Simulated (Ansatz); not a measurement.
A series in volume per atom on Ni

Results calculated with Ansatz 0.2.0, not measured. Periodic Kohn-Sham DFT of a crystal at fixed atoms; pressure and stress are positive in compression; the energy is the free energy less that of spherical unpolarised free atoms; site moments are those in the method's own spheres, positive along +z.

Cell of the first row (space group Fm-3m, No. 225):
```
CELL_PARAMETERS angstrom
0.00000 1.73190 1.73190
1.73190 0.00000 1.73190
1.73190 1.73190 0.00000
ATOMIC_POSITIONS crystal
Ni 0.00000 0.00000 0.00000
```

Settings of every row: method frozen-core PAW; functional PBE; relativity scalar; k mesh 20x20x20; filling fermi-dirac; smearing width 0.05 eV; wave cutoff 420 eV; paw set soft_2.

Atom:
| element | start moment (bohr magneton) |
| --- | --- |
| Ni | 1.5 |

Limits: with one magnetic atom in the cell only parallel moments are possible.

| row | volume per atom (Å³) | pressure (GPa) | cell moment (bohr magneton) |
| --- | --- | --- | --- |
| 1 | 10.389 | 10.599 | 0.63 |
| 2 | 10.499 | 8.02 | 0.632 |
| 3 | 10.61 | 5.589 | 0.633 |
| 4 | 10.831 | ? | ? |
| 5 | 10.941 | -0.889 | 0.638 |
| 6 | 11.052 | -2.803 | 0.64 |
| 7 | 11.162 | -4.604 | 0.642 |
| 8 | 11.273 | -6.3 | 0.643 |
| 9 | 11.494 | -9.397 | 0.647 |
| 10 | 11.605 | -10.81 | 0.649 |
| 11 | 11.715 | -12.14 | 0.651 |

Question: what pressure should row 4 give?

Worked fit of pressure. Take u = (V_r/V)^(2/3) − 1 with V_r = 11.107 Å³ an atom, which is twice the finite (Eulerian) strain; such expansions in the strain, on which the Birch-Murnaghan equation of state is built, carry the rest volume and the bulk modulus. The shown rows have u = 0.04556, 0.03824, 0.03099, 0.01009, 0.00331, -0.00329, -0.00984, -0.02257, -0.02882, -0.03491. Least squares give pressure = −3.7162 + 271.404 × u + 896.83 × u² + 922 × u³ GPa; a parabola predicts inner rows, each left out in turn, worse (root mean square 0.012 against 0.0065 GPa). The rows lie off it by 0.001, -0.005, 0.006, -0.004, 0.005, -0.005, 0.001, -0.001, 0.005, -0.003 (root mean square 0.004 GPa). The pressure vanishes at u = 0.0131, or V = 10.89 Å³ an atom, and there the bulk modulus at fixed shape and fractions is B = −V dP/dV = (2/3)(1 + u) dP/du = 200 GPa. The withheld row has u = 0.01692, so the fit gives −3.7162 + 271.404 × (0.01692) + 896.83 × (0.01692)² + 922 × (0.01692)³ = 1.137 GPa.

The calculation gave 1.143 GPa. The fit lies 0.006 GPa (0.026 % of the column's range) below it; its largest miss of a shown row is 0.006 GPa.

The other values of row 4: cell moment 0.637 bohr magneton.
